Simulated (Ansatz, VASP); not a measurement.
# Ge in VASP and in Ansatz

File INCAR:

```
SYSTEM = Ge
ALGO = Normal
EDIFF = 1E-6
ENCUT = 520
GGA = PE
ISIF = 2
ISMEAR = 0
LASPH = .TRUE.
LCHARG = .TRUE.
LELF = .TRUE.
LREAL = .FALSE.
LVHAR = .TRUE.
LWAVE = .FALSE.
NBANDS = 13
NELM = 100
PREC = Accurate
SIGMA = 0.028000000000000004
```

The input KPOINTS:

```
k-points
0
G
  11 11 10
  0 0 0
```

File POSCAR:

```
Ge
1.0
    1.3971490000     -2.6005160000      0.0000000000
    1.3971490000      2.6005160000      0.0000000000
    0.0000000000      0.0000000000      2.6982310000
Ge
1
Direct
    0.5000000000      0.5000000000      0.0000000000
```

input.yaml

```yaml
crystal:
  lattice:
    - [1.397149, -2.600516, 0.0]
    - [1.397149, 2.600516, 0.0]
    - [0.0, 0.0, 2.698231]
  atoms:
    - { symbol: Ge, position: [0.5, 0.5, 0.0] }
hamiltonian:
  xc: pbe
  pseudopotentials: { kind: paw }
kpoints:
  mp_grid: { grid: [11, 11, 10] }
scf:
  occupations: { method: gaussian, width: 0.028 }
output:
  forces: true
  stress: true
  eigenvalues: true
```

This isn't the form of Ge at room conditions, which is diamond.

Alike in both runs: task single point; functional PBE; k mesh 11 × 11 × 10; occupations gaussian, width 0.028 eV; no spin polarisation.

|  | VASP | Ansatz |
| --- | --- | --- |
| version | VASP 6.6.1 | Ansatz 0.2.0 |
| potentials or method | VASP PAW PBE potentials, release 64 (Ge_d) | Ansatz PAW |
| plane-wave cutoff (eV) | 520 | 420 |
| valence electrons in the cell | 14 | 14 |

Ansatz gave:

```
gap on the k mesh at the Fermi level (eV)       : none
pressure (GPa)                                  : -0.6
largest component of the traceless stress (GPa) : 2.18
```

Task: What did VASP give for the same quantities?

Result: gap on the k mesh at the Fermi level (eV): none; pressure (GPa): -0.8; largest component of the traceless stress (GPa): 2.17.

A gap of «none» marks a metal or a gap that the smearing closes.
